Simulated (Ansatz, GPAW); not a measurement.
Given: the input of a run of GPAW 26.7.0 (ASE script) on Pd. Atoms were shifted at random by some hundredths of an Å from the given cell, which wasn't relaxed again for these runs. This isn't the form of Pd at room conditions, which is fcc.

Contents of run.py:

```python
from ase import Atoms
from ase.dft.bandgap import bandgap
from ase.io import write
from ase.units import GPa
from gpaw import GPAW, PW, setup_paths

setup_paths.insert(0, '.')

atoms = Atoms(['Pd', 'Pd'],
              cell=[[2.7836650458, 0.0, 0.0],
                    [-1.3918325229, 2.4107246453, 0.0],
                    [0.0, 0.0, 4.628893]],
              scaled_positions=[[0.328501, 0.691682, 0.240991],
                                [0.66929, 0.343987, 0.758727]],
              pbc=True)

calc = GPAW(mode=PW(600),
            xc='PBEsol',
            kpts={'size': (11, 11, 6), 'gamma': True},
            occupations={'name': 'fermi-dirac', 'width': 0.05},
            nbands=29,
            convergence={'density': 1e-05, 'energy': 1e-05},
            maxiter=150,
            txt='gpaw.txt')
atoms.calc = calc
energy = atoms.get_potential_energy()
forces = atoms.get_forces()
stress = atoms.get_stress()
calc.write('gs.gpw')
write('result.traj', atoms)
print(f'Energy: {energy:.6f} eV')
print('Forces (eV/A):')
print(forces.round(4))
print('Stress (GPa):', (stress / GPa).round(3))
print('Fermi level:', round(calc.get_fermi_level(), 4), 'eV')
print(f'Gap: {bandgap(calc)[0]:.4f} eV, direct: {bandgap(calc, direct=True)[0]:.4f} eV')
```

Potentials or basis: PAW data sets generated in the run's folder for this functional, pw.

Launch:

```console
$ gpaw-setup -f PBEsol Pd
$ OMP_NUM_THREADS=1 python run.py
```

**Question.** Translate it to Ansatz 0.2.0. Potentials or basis there: all-electron LAPW, scalar-relativistic.

**Answer.** As run (cutoffs and basis follow the program's own potentials, and thresholds, step limits or extra output files can differ):

File input.yaml:

```yaml
crystal:
  lattice:
    - [2.7836650458, 0.0, 0.0]
    - [-1.3918325229, 2.4107246453, 0.0]
    - [0.0, 0.0, 4.628893]
  atoms:
    - { symbol: Pd, position: [0.328501, 0.691682, 0.240991] }
    - { symbol: Pd, position: [0.66929, 0.343987, 0.758727] }
kpoints:
  mp_grid: { grid: [11, 11, 6] }
scf:
  occupations: { method: fermi_dirac, width: 0.05 }
hamiltonian:
  xc: pbesol
  pseudopotentials: { kind: all_electron, lapw: { basis_error: 0.001 } }
output:
  forces: true
  stress: true
  eigenvalues: true
  populations: true
```

Potentials or basis: all-electron LAPW, scalar-relativistic.

Launch:

```bash
$ ansatz run input.yaml --threads 1 --pin off --max-ram 3072MiB --backend cpu --events-out ev --progress --plain --runs-dir out
```

Both were run:

|  | GPAW | Ansatz |
| --- | --- | --- |
| Pressure | -9.3 GPa | -9.7 GPa |
| Largest force | 0.607 eV/Å | 0.604 eV/Å |

Where Ansatz's input types no cutoff or centring, it takes its own default and a Γ-centred mesh.

Pressure is positive in compression.
